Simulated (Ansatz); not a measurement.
Method: DFT PBE, scalar-relativistic, plane waves, PAW (Ansatz). Settings: cutoff 420 eV, Γ-centred meshes spaced at most about 0.3 Å⁻¹ (2π included), Gaussian smearing. No spin polarisation in the final relaxations.

All energies are static (0 K, no zero-point motion). All come from trial cells, and lower structures may exist.

Question: Which of these relaxed structures of AlN is the lowest in energy?
A.

```cif
data_structure
_symmetry_space_group_name_H-M 'Imm2'
_symmetry_Int_Tables_number 44
_cell_length_a 2.8177
_cell_length_b 3.2065
_cell_length_c 9.9508
_cell_angle_alpha 90.000
_cell_angle_beta 90.000
_cell_angle_gamma 90.000
_cell_volume 89.90
loop_
_atom_site_label
_atom_site_type_symbol
_atom_site_symmetry_multiplicity
_atom_site_Wyckoff_symbol
_atom_site_fract_x
_atom_site_fract_y
_atom_site_fract_z
_atom_site_occupancy
Al1 Al 2 a 0.50000 0.50000 0.05563 1
Al2 Al 2 a 0.50000 0.50000 0.31561 1
N1 N 2 b 0.00000 0.50000 0.44761 1
N2 N 2 b 0.00000 0.50000 0.18115 1
```

B.

```cif
data_structure
_symmetry_space_group_name_H-M 'F-43m'
_symmetry_Int_Tables_number 216
_cell_length_a 4.4030
_cell_length_b 4.4030
_cell_length_c 4.4030
_cell_angle_alpha 90.000
_cell_angle_beta 90.000
_cell_angle_gamma 90.000
_cell_volume 85.36
loop_
_atom_site_label
_atom_site_type_symbol
_atom_site_symmetry_multiplicity
_atom_site_Wyckoff_symbol
_atom_site_fract_x
_atom_site_fract_y
_atom_site_fract_z
_atom_site_occupancy
Al1 Al 4 c 0.25000 0.25000 0.25000 1
N1 N 4 b 0.50000 0.00000 0.00000 1
```

C.

```cif
data_structure
_symmetry_space_group_name_H-M 'P6_3/mmc'
_symmetry_Int_Tables_number 194
_cell_length_a 2.8556
_cell_length_b 2.8556
_cell_length_c 4.8832
_cell_angle_alpha 90.000
_cell_angle_beta 90.000
_cell_angle_gamma 120.000
_cell_volume 34.48
loop_
_atom_site_label
_atom_site_type_symbol
_atom_site_symmetry_multiplicity
_atom_site_Wyckoff_symbol
_atom_site_fract_x
_atom_site_fract_y
_atom_site_fract_z
_atom_site_occupancy
Al1 Al 2 a 0.00000 0.00000 0.00000 1
N1 N 2 c 0.33333 0.66667 0.25000 1
```

D.

```cif
data_structure
_symmetry_space_group_name_H-M 'P4/mmm'
_symmetry_Int_Tables_number 123
_cell_length_a 2.6923
_cell_length_b 2.6923
_cell_length_c 4.9808
_cell_angle_alpha 90.000
_cell_angle_beta 90.000
_cell_angle_gamma 90.000
_cell_volume 36.10
loop_
_atom_site_label
_atom_site_type_symbol
_atom_site_symmetry_multiplicity
_atom_site_Wyckoff_symbol
_atom_site_fract_x
_atom_site_fract_y
_atom_site_fract_z
_atom_site_occupancy
Al1 Al 1 c 0.50000 0.50000 0.00000 1
N1 N 1 a 0.00000 0.00000 0.00000 1
```

Answer: B. It has the zinc blende type, space group F-43m (No. 216); the next, C, with the nickel arsenide type, space group P6_3/mmc (No. 194), lies 0.31 eV/atom higher. Counting N atoms around Al (those within 1.25 times the shortest such distance or 1.15 times the sum of covalent radii), the lowest has Al 4 and the next has Al 6.

Weakly bound directions are ill-defined at this level, which has no dispersion term (P4/mmm), and this can change margins and order among such cells. Cells relaxed within their symmetry can be saddle points. The F-43m cell of AlN came from shaking the Imm2 one. The part of the Crystallography Open Database at hand lists AlN in space groups No. 186, 225; no cell shown has one of them. Some structure types and database cells were kept out of the candidates from the start, so a known form may be missing.
